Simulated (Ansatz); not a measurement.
**Si: changes ranked by their effect on the pressure**

```
CELL_PARAMETERS angstrom
0.00000 2.73492 2.73492
2.73492 0.00000 2.73492
2.73492 2.73492 0.00000
ATOMIC_POSITIONS crystal
Si 0.00000 0.00000 0.00000
Si 0.25000 0.25000 0.25000
```

Atoms are numbered in the order listed.

The cell was built from the diamond type and relaxed in the same program, and has space group Fd-3m; it needn't be a known or the stable phase.

Computed with DFT, PBE, all-electron LAPW, scalar-relativistic (Ansatz 0.2.0).

Sampling and basis: a Γ-centred 13×13×13 k mesh, Fermi–Dirac smearing of 0.05 eV, basis error target 0.25 meV/atom, no spin polarisation.

In this reference run the pressure is 0.0 GPa (positive in compression). Each change below is made alone, on the same k mesh, with fractional coordinates held unless an atom is moved; x, y and z are the Cartesian axes.

**Question.** One change shifts the pressure by +2.4 GPa. Which?
A. xy engineering shear strain of -1 %
B. atom 1 (Si) moved by (0.0849, 0.0849, 0.0000) Å
C. volume scaled by 1.025
D. volume scaled by 0.975

**Answer.** D. The others give: xy engineering shear strain of -1 %, 0.0 GPa; volume scaled by 1.025, -2.1 GPa; atom 1 (Si) moved by (0.0849, 0.0849, 0.0000) Å, +0.5 GPa.
